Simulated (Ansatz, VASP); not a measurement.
**One calculation of AlRu, two programs**

The input INCAR:

```
SYSTEM = AlRu
PREC = Accurate
ENCUT = 520
EDIFF = 1E-7
ISMEAR = 0
SIGMA = 0.15
LREAL = .FALSE.
LASPH = .TRUE.
NELM = 80
ALGO = Fast
ISIF = 2
LWAVE = .FALSE.
LCHARG = .FALSE.
GGA = PE
NBANDS = 16
```

The input KPOINTS:

```
regular mesh
0
G
  16 16 16
  0 0 0
```

The input POSCAR:

```
AlRu
1.0
    2.8719360000      0.0000000000      0.0000000000
    0.0000000000      2.9916000000      0.0000000000
    0.0000000000      0.0000000000      2.9916000000
Al Ru
1 1
Direct
    0.0000000000      0.0000000000      0.0000000000
    0.5000000000      0.5000000000      0.5000000000
```

Input for Ansatz:

```yaml
crystal:
  lattice:
    - [2.871936, 0.0, 0.0]
    - [0.0, 2.9916, 0.0]
    - [0.0, 0.0, 2.9916]
  atoms:
    - { symbol: Al, position: [0.0, 0.0, 0.0] }
    - { symbol: Ru, position: [0.5, 0.5, 0.5] }
basis:
  ecutwfc: 420
kpoints:
  mp_grid: { grid: [16, 16, 16] }
hamiltonian:
  xc: pbe
scf:
  occupations: { method: gaussian, width: 0.15 }
output:
  forces: true
  stress: true
  eigenvalues: true
```

Change from the starting cell: strain -0.0400 x Voigt [1, 0, 0, 0, 0, 0], atoms carried along.

Alike in both runs: task single point; functional PBE; k mesh 16 × 16 × 16; occupations gaussian, width 0.15 eV; no spin polarisation.

```csv
,VASP,Ansatz
version,VASP 6.6.1,Ansatz 0.2.0
potentials or method,"VASP PAW PBE potentials, release 64 (Al, Ru_pv)","scalar-relativistic, plane waves, PAW"
plane-wave cutoff (eV),520,420
valence electrons in the cell,17,19
```

Ansatz gave:

* gap on the k mesh at the Fermi level (eV): none
* pressure (GPa): 12.4
* largest component of the traceless stress (GPa): 5.53

Task: What did VASP give for the same quantities?

Result: gap on the k mesh at the Fermi level (eV): none; pressure (GPa): 12.4; largest component of the traceless stress (GPa): 5.54.

A gap of «none» marks a metal or a gap that the smearing closes. The two sets of potentials don't hold the same shells in valence.
